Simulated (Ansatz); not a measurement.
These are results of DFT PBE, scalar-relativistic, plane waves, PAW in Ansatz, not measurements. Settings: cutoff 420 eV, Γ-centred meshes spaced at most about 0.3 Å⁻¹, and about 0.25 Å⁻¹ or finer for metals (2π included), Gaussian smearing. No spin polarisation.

These are static total energies at zero pressure.

Two relaxed structures of Nb5N:

A.

```xyz
12
Lattice="3.2252 0.0000 0.0000 0.0000 3.2252 0.0000 0.0000 0.0000 18.1061" Properties=species:S:1:pos:R:3 pbc="T T T"
Nb    0.0000    1.6126    3.1554
Nb    0.0000    1.6126   16.8948
Nb    1.6126    0.0000   14.9507
Nb    1.6126    0.0000    1.2113
Nb    0.0000    1.6126   13.3034
Nb    1.6126    0.0000    4.8027
Nb    0.0000    1.6126    6.4839
Nb    1.6126    0.0000   11.6222
Nb    0.0000    1.6126    9.8920
Nb    1.6126    0.0000    8.2141
N     0.0000    1.6126    0.9881
N     1.6126    0.0000   17.1180
```

B.

```xyz
6
Lattice="-3.2701 3.2701 2.2777 3.2701 -3.2701 2.2777 3.2701 3.2701 -2.2777" Properties=species:S:1:pos:R:3 pbc="T T T"
Nb    0.0000    0.0000    0.0000
Nb    3.9993    1.2787    0.0000
Nb    1.2787    2.5409    0.0000
Nb   -0.7292    1.9914    2.2777
Nb    1.9914    0.7292    2.2777
N     0.0000    0.0000    2.2777
```

Question: Which would you expect to be lower, and how large is the difference?

Answer: A is lower, by 41 meV/atom. A has space group P4/nmm (No. 129), 15.7 Å³/atom and no gap on its mesh; B has space group I4/m (No. 87), 16.2 Å³/atom and no gap. Counting Nb atoms around N (those within 1.25 times the shortest such distance or 1.15 times the sum of covalent radii, 1.27 where that leaves under three), A and B both have N 6. The denser one is the lower, and pressure would at first widen the difference. Both come from invented guesses. The lowest form computed isn't among them: it has space group I4/mmm (No. 139), 16.0 Å³/atom and lies 46 meV/atom below the best shown.

Cells relaxed within their symmetry can be saddle points. Some types were kept out of the candidates beforehand, so the set may lack a known form.
